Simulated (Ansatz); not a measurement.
Input of an Ansatz 0.2.0 run:

input.yaml

```yaml
crystal:
  lattice:
    - [0.0, 2.8331200468, 2.8331200468]
    - [2.8331200468, 0.0, 2.8331200468]
    - [2.8331200468, 2.8331200468, 0.0]
  atoms:
    - { symbol: S, position: [0.25, 0.25, 0.25] }
    - { symbol: Mg, position: [0.0, 0.0, 0.0] }
kpoints:
  mp_grid: { grid: [8, 8, 8] }
  band_path:
    path:
      - [0.0, 0.0, 0.0]
      - [0.5, 0.0, 0.5]
      - [0.5, 0.25, 0.75]
      - [0.375, 0.375, 0.75]
      - [0.0, 0.0, 0.0]
      - [0.5, 0.5, 0.5]
      - [0.625, 0.25, 0.625]
      - [0.5, 0.25, 0.75]
    npoints: 10
scf:
  occupations: { method: fermi_dirac, width: 0.05 }
hamiltonian:
  xc: pbesol
  pseudopotentials: { kind: all_electron, lapw: { basis_error: 0.001 } }
output:
  forces: true
  stress: true
  eigenvalues: true
```

Potentials or basis: all-electron LAPW, scalar-relativistic.

Command:

```bash
$ ansatz run input.yaml --threads 1 --pin off --max-ram 3072MiB --backend cpu --events-out ev --progress --plain --runs-dir out
```

Task: Predict the band gap along the path.

Result: 3.28 eV, direct.

Task: Predict the band gap on the k mesh.

Result: 3.28 eV, direct.

Task: Estimate the pressure.

Result: -0.5 GPa.

Levels at the corners of the path, in eV from the valence-band top:
```
point  band 10  band 11  band 12  band 13  band 14  band 15
    Γ     0.00     0.00     0.00     3.28     7.83     7.83
    X    -2.84    -1.04    -1.04     3.71     5.53    11.00
    W    -2.32    -1.86    -1.35     5.38     7.84     8.04
    K    -2.51    -1.90    -0.82     4.67     6.86     9.44
    Γ     0.00     0.00     0.00     3.28     7.83     7.83
    L    -3.17    -0.33    -0.33     4.98     7.51     7.51
    U    -2.51    -1.90    -0.82     4.67     6.86     9.44
    W    -2.32    -1.86    -1.35     5.38     7.84     8.04
```
